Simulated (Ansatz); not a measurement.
Level of theory: DFT PBE, scalar-relativistic, plane waves, PAW in Ansatz 0.2.0. All cells share a 420 eV cutoff and Γ-centred k meshes spaced at most about 0.3 Å⁻¹ (about 0.25 or finer for metals, 2π included). Spin is collinear.

These are static total energies at zero pressure.

Question: Order these relaxed structures of Sr₃Ti₂O₃ by energy, lowest first, with the energy over the lowest of them.
A.
(parallel moments up to 0.6 μB)
```xyz
8
Lattice="6.8602 0.0000 0.0000 -3.4301 5.9411 0.0000 0.0000 0.0000 5.3564" Properties=species:S:1:pos:R:3 pbc="T T T"
Sr    3.4301    0.0000    2.6782
Sr   -1.7150    2.9705    2.6782
Sr    1.7150    2.9705    2.6782
Ti    0.0000    3.9607    0.0000
Ti    3.4301    1.9804    0.0000
O     3.4301    0.0000    0.0000
O    -1.7150    2.9705    0.0000
O     1.7150    2.9705    0.0000
```

B.
(parallel moments up to 0.8 μB)
```xyz
8
Lattice="2.8422 1.6410 9.4153 -2.8422 1.6410 9.4153 0.0000 -3.2819 9.4153" Properties=species:S:1:pos:R:3 pbc="T T T"
Sr    0.0000    0.0000   25.8335
Sr    0.0000    0.0000    2.4125
Sr    0.0000    0.0000   14.1230
Ti    0.0000    0.0000   22.5451
Ti    0.0000    0.0000    5.7009
O     0.0000   -1.6410    4.7077
O     1.4211    0.8205    4.7077
O    -1.4211    0.8205    4.7077
```

Answer: B (0 meV/atom), A (98 meV/atom). Forms: B R-3m; A P6/mmm. Counting O atoms around Sr and Ti (those within 1.25 times the shortest such distance or 1.15 times the sum of covalent radii; a slash parts the counts of unlike sites): B has Sr 3/6, Ti 3; A has Sr 2, Ti 3. Both come from invented guesses. The lowest form computed isn't among them: it has space group P-62m (No. 189), 25.0 Å³/atom and lies 95 meV/atom below the best shown.

Another magnetic order may lie lower. Cells relaxed within their symmetry can be saddle points. Some types were kept out of the candidates beforehand, so the set may lack a known form.
